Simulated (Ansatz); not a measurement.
# Bi2Se3: the cost of one run

Method: DFT PBEsol, scalar-relativistic, plane waves, PAW, in Ansatz 0.2.0.

### 1 The starting structure

Symmetry: R-3m, No. 166, trigonal system. The conventional cell has a = 4.143 Å, b = 4.143 Å, c = 28.636 Å, α = 90.00°, β = 90.00°, γ = 120.00°. Bi (site symmetry 3m) is surrounded by 6 Se at 2.85 to 3.07 Å. Se (site symmetry -3m) is surrounded by 6 Bi at 3.07 Å. Se (site symmetry 3m) has 3 Bi at 2.85 Å in its first shell of neighbours.

Coordinates:

```
CELL_PARAMETERS angstrom
2.07150 1.19598 9.54533
-2.07150 1.19598 9.54533
0.00000 -2.39196 9.54533
ATOMIC_POSITIONS crystal
Bi 0.40080 0.40080 0.40080
Bi 0.59920 0.59920 0.59920
Se 0.00000 0.00000 0.00000
Se 0.21170 0.21170 0.21170
Se 0.78830 0.78830 0.78830
```

The cell is taken as given, not relaxed at this level.

### 2 The reference cell

Reference values: F = -40758.5112 eV; pressure -0.31 GPa; largest force 0.152 eV/Å; gap on the mesh 0.13 eV. It was computed beforehand with the settings of the runs below.

### 3 Setting up one atom moved over a plane

Atom 4 (Se) is moved by p along (0.000, 1.000, 0.000) and q along (0.000, 0.000, 1.000) (Å), all else fixed; its images in the other cells move with it. Points alike by symmetry are run once.

### 4 p = -0.300, q = -0.300

Contents of input.yaml:

```yaml
crystal:
  lattice:
    - [2.0714992968, 1.1959806766, 9.54533]
    - [-2.0714992968, 1.1959806766, 9.54533]
    - [0.0, -2.3919613533, 9.54533]
  atoms:
    - { symbol: Bi, position: [0.4008, 0.4008, 0.4008] }
    - { symbol: Bi, position: [0.5992, 0.5992, 0.5992] }
    - { symbol: Se, position: [0.0, 0.0, 0.0] }
    - { symbol: Se, position: [0.1594169773, 0.1594169773, 0.2848370639] }
    - { symbol: Se, position: [0.7883, 0.7883, 0.7883] }
basis:
  ecutwfc: 420
kpoints:
  mp_grid: { grid: [12, 12, 12] }
hamiltonian:
  xc: pbesol
scf:
  occupations: { method: gaussian, width: 0.03 }
output:
  forces: true
  stress: true
  eigenvalues: true
```

Run with:

```
$ ansatz run input.yaml --threads 1 --pin off --max-ram 2560MiB --backend cpu --events-out ev --progress --plain --runs-dir out
```

**Question.** How long does this run take on 1 thread of Intel Xeon at 2.70GHz, shared host, and how much memory does it need?

About 3.8 min, with a peak of 2 GiB.
